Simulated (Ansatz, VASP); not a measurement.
**Two plane-wave programs on Cu4O**

File INCAR:

```
PREC = Accurate
ENCUT = 600
EDIFF = 1E-6
ISMEAR = 0
SIGMA = 0.1
LREAL = F
LASPH = T
NELM = 60
ALGO = Normal
ISIF = 3
LWAVE = F
LCHARG = F
GGA = PE
IBRION = 2
NSW = 90
EDIFFG = -0.04
```

File KPOINTS:

```
Automatic mesh
0
Gamma
  6 6 6
```

Contents of POSCAR:

```
Cu4O
1.0
   -2.5349434246      2.5349434246      2.5349434246
    2.5349434246     -2.5349434246      2.5349434246
    2.5349434246      2.5349434246     -2.5349434246
Cu O
4 1
Direct
    0.0000000000      0.0000000000      0.5305557968
    0.5305557968      0.0000000000      0.0000000000
    0.0000000000      0.5305557968      0.0000000000
    0.4694442032      0.4694442032      0.4694442032
    0.0000000000      0.0000000000      0.0000000000
```

Input for Ansatz:

```yaml
crystal:
  lattice:
    - [-2.5349434246, 2.5349434246, 2.5349434246]
    - [2.5349434246, -2.5349434246, 2.5349434246]
    - [2.5349434246, 2.5349434246, -2.5349434246]
  atoms:
    - { symbol: Cu, position: [0.0, 0.0, 0.5305557968] }
    - { symbol: Cu, position: [0.5305557968, 0.0, 0.0] }
    - { symbol: Cu, position: [0.0, 0.5305557968, 0.0] }
    - { symbol: Cu, position: [0.4694442032, 0.4694442032, 0.4694442032] }
    - { symbol: O, position: [0.0, 0.0, 0.0] }
basis:
  ecutwfc: 420
kpoints:
  mp_grid: { grid: [6, 6, 6] }
hamiltonian:
  xc: pbe
scf:
  occupations: { method: gaussian, width: 0.1 }
  lower_state_search: "off"
output:
  forces: true
  stress: true
  eigenvalues: true
relax:
  adjacent_minimum: "off"
  f_tol: 0.04
  max_steps: 70
  cell: { stress_tol: 0.4 }
```

Change from the starting cell: species swapped into the H4C type (I-43m, No. 217).

Alike in both runs: task relaxation of cell and atoms; functional PBE; k mesh 6 × 6 × 6; occupations gaussian, width 0.1 eV; no spin polarisation.

|  | VASP | Ansatz |
| --- | --- | --- |
| version | VASP 6.6.1 | Ansatz 0.2.0 |
| potentials or method | VASP PAW PBE potentials, release 64 (Cu, O) | scalar-relativistic, plane waves, PAW |
| plane-wave cutoff (eV) | 600 | 420 |
| valence electrons in the cell | 50 | 82 |

Ansatz gave:

```
gap on the k mesh at the Fermi level, each at its own relaxed structure (eV) : none
relaxed volume (Å³/atom)                                                     : 13.03
relaxed cell length with the largest relative difference (Å)                 : 4.391
```

Problem. Estimate VASP's values.

Solution. gap on the k mesh at the Fermi level, each at its own relaxed structure (eV): none; relaxed volume (Å³/atom): 13.07; relaxed cell length with the largest relative difference (Å): 4.395.

A gap of «none» marks a metal or a gap that the smearing closes. The two sets of potentials don't hold the same shells in valence.

Caveats: the run has no spin polarisation, though such a crystal can be magnetic; semilocal functionals often make such compounds metallic where correlation or magnetic order opens a gap, which also shifts bond lengths.
